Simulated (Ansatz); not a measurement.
## SnO: a vibration from a frozen displacement

Computed with Ansatz 0.2.0, DFT PBEsol, scalar-relativistic, plane waves, PAW. The runs took a 420 eV cutoff, a Γ-centred 8×6×8 mesh and Gaussian smearing (0.05 eV). No spin polarisation. Energies are free energies at this smearing, counted from the undisturbed cell; pressure is positive in compression.

The undisturbed cell (relaxed at this level; this form isn't the usual structure):

```xyz
4
Lattice="3.3156 0.0000 0.0000 0.0000 5.7050 0.0000 0.0000 0.0000 3.8942" Properties=species:S:1:pos:R:3 pbc="T T T"
Sn    0.0000    1.3338    2.0490
Sn    1.6578    4.3712    0.1019
O     0.0000    5.0509    2.8187
O     1.6578    0.6540    0.8716
```

The cell holds layers and no dispersion correction was added, so their binding is poorly described.

Every O atom is moved by x along the Cartesian unit vector (0.707, -0.707, 0.000); the cell and all other atoms stay fixed. The cell's volume is 73.66 Å³; the moved atoms weigh 31.998 u together and the others 237.420 u. Some rows repeat others by symmetry and weren't run.

| x (Å) | ΔE (meV/cell) | total force on the moved atoms along the move (eV/Å) | pressure (GPa) |
| --- | --- | --- | --- |
| -0.5000 | 1999.12 | 8.5339 | 12.4064 |
| -0.4375 | 1505.37 | 7.2741 | 9.4337 |
| -0.3750 | 1088.68 | 6.0702 | 6.8833 |
| -0.3125 | 745.26 | 4.9302 | 4.7490 |
| -0.2500 | 471.08 | 3.8539 | 3.0215 |
| -0.1875 | 262.32 | 2.8351 | 1.6903 |
| -0.1250 | 115.72 | 1.8627 | 0.7462 |
| -0.0625 | 28.80 | 0.9230 | 0.1824 |
| 0.0000 | 0.00 | 0.0000 | -0.0050 |
| 0.0625 | 28.80 | -0.9230 | 0.1824 |
| 0.1250 | 115.72 | -1.8627 | 0.7462 |
| 0.1875 | 262.32 | -2.8351 | 1.6903 |
| 0.2500 | 471.08 | -3.8539 | 3.0215 |
| 0.3125 | 745.26 | -4.9302 | 4.7490 |
| 0.3750 | 1088.68 | -6.0702 | 6.8833 |
| 0.4375 | 1505.37 | -7.2741 | 9.4337 |
| 0.5000 | 1999.12 | -8.5339 | 12.4064 |

Problem. What frequency belongs to this motion?

Solution. The force constant is k = −dF/dx = 14.768 eV/Å², from the parabola through x = -0.0625, 0 and 0.0625. In every cell the moved atoms swing against the rest, so the mass is μ = m₁m₂/(m₁ + m₂) = 28.198 u, and ν̃ = 521.5 cm⁻¹ × √(|k|/μ) = 377 cm⁻¹. The pattern needn't be a normal mode: ν̃² is then a weighted mean of the squared nonzero frequencies at the zone centre of this cell, taken without macroscopic field, so it lies between the lowest and the highest of them.

Problem. How far does the harmonic law reach?

Solution. At x = -0.500 Å, kx²/2 = 1845.97 meV against the computed 1999.12 meV (+8.3 %): the well stiffens in this direction at large amplitude.

Problem. The pressure changes with x². What does that say about the frequency under compression?

Solution. With E = k(V)x²/2, k ∝ V^(−2γ) and x scaling with the cell as V^(1/3), P − P0 = −∂E/∂V = (2γ − 2/3) ΔE/V. At x = 0.1250 Å, V(P − P0) = 73.66 × 0.75123 / 160.2 eV = 345.38 meV and ΔE = 115.72 meV, so γ = 1/3 + V(P − P0)/(2ΔE) = 1.83. This is the Grüneisen parameter of the motion under uniform scaling of the cell: shrinking the cell evenly by 1 % in volume raises the frequency by about 1.83 %.